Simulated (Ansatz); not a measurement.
**Pb: equation of state with LDA**

The system is Pb.

```
CELL_PARAMETERS angstrom
0.00000 2.47502 2.47502
2.47502 0.00000 2.47502
2.47502 2.47502 0.00000
ATOMIC_POSITIONS crystal
Pb 0.00000 0.00000 0.00000
```

```json
{
  "Program": "Ansatz 0.2.0",
  "Task": "equation of state",
  "Functional": "LDA",
  "Potentials or basis": "PseudoDojo LDA",
  "Cutoff": "762 eV",
  "Density cutoff": "3048 eV",
  "k mesh": "9 × 9 × 9",
  "Occupations": "fermi-dirac, width 0.05 eV",
  "Spin": "no spin polarisation"
}
```

```
Equilibrium volume                      : 28.99 Å³/atom
Bulk modulus                            : 55 GPa
Pressure derivative of the bulk modulus : 5.4
```

Energy against volume, from the lowest point:
| volume (Å³/atom) | energy (meV/atom) |
| --- | --- |
| 28.503 | 1.35 |
| 29.110 | 0.00 |
| 29.716 | 2.87 |
| 30.323 | 9.43 |
| 30.929 | 19.20 |
| 31.535 | 31.77 |
| 32.142 | 46.83 |

All runs of the series together: 7.4 s on 2 threads of Arm Neoverse V1, on a shared host.

The cell as given is a measured one (30.32 Å³/atom); LDA puts the equilibrium volume -4.4 % from it, thermal expansion not counted.

The run has no spin-orbit coupling, so splittings on Pb are missing.
